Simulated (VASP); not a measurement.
Wanted: the native input for a VASP 6.6.1 run.

```yaml
Task: relaxation of cell and atoms
Functional: PBEsol
Dispersion: D4
Potentials_or_basis: VASP PAW PBE potentials, release 64 (As, Ga_d)
Cutoff: 600 eV
k_mesh: 8 × 8 × 8
Occupations: fermi-dirac, width 0.05 eV
Spin: no spin polarisation
Further_INCAR_settings: ALGO = Normal; EDIFF = 1e-06; IBRION = 2; EDIFFG = -0.02; NSW = 60; ISIF = 3
```

The structure of GaAs lies in POSCAR:

```
GaAs
1.0
    0.0000000000      2.8268500000      2.8268500000
    2.8268500000      0.0000000000      2.8268500000
    2.8268500000      2.8268500000      0.0000000000
As Ga
1 1
Direct
    0.7500000000      0.7500000000      0.7500000000
    0.0000000000      0.0000000000      0.0000000000
```

The input as run:

INCAR

```
ALGO = Normal ; EDIFF = 1E-6
EDIFFG = -0.02 ; ENCUT = 600
GGA = PS ; IBRION = 2
ISIF = 3 ; ISMEAR = -1
IVDW = 13 ; LASPH = True
LCHARG = False ; LREAL = False
LWAVE = False ; NELM = 80
NSW = 60 ; PREC = Accurate
SIGMA = 0.05
```

KPOINTS

```
k-points
0
Gamma
  8 8 8
```

Potentials or basis: VASP PAW PBE potentials, release 64 (As, Ga_d).

Launch:

```bash
$ cat potpaw_PBE.64/As/POTCAR potpaw_PBE.64/Ga_d/POTCAR > POTCAR
$ mpirun -np 1 vasp_std > vasp.out
```

It gave:

* Relaxed volume: 22.19 Å³/atom
* Relaxed cell: a = 3.974 Å, b = 3.974 Å, c = 3.974 Å, α = 60.00°, β = 60.00°, γ = 60.00°
* Space group after relaxing (to 0.05 Å): F-43m (No. 216)
* Energy gained by relaxing: 1.6 meV/atom
* Ionic steps: 3
* Pressure after relaxing: -0.1 GPa
* Band gap on the k mesh: 0.59 eV, direct
* Dispersion energy per atom: -0.244 eV

Caveat: the PAW data sets were made with another functional, which shifts forces and pressure a little.

Wall time 21 s on 1 thread of Intel(R) Xeon(R) Platinum 8488C (Sapphire Rapids), with other jobs on the host, peak memory 0.2 GiB.
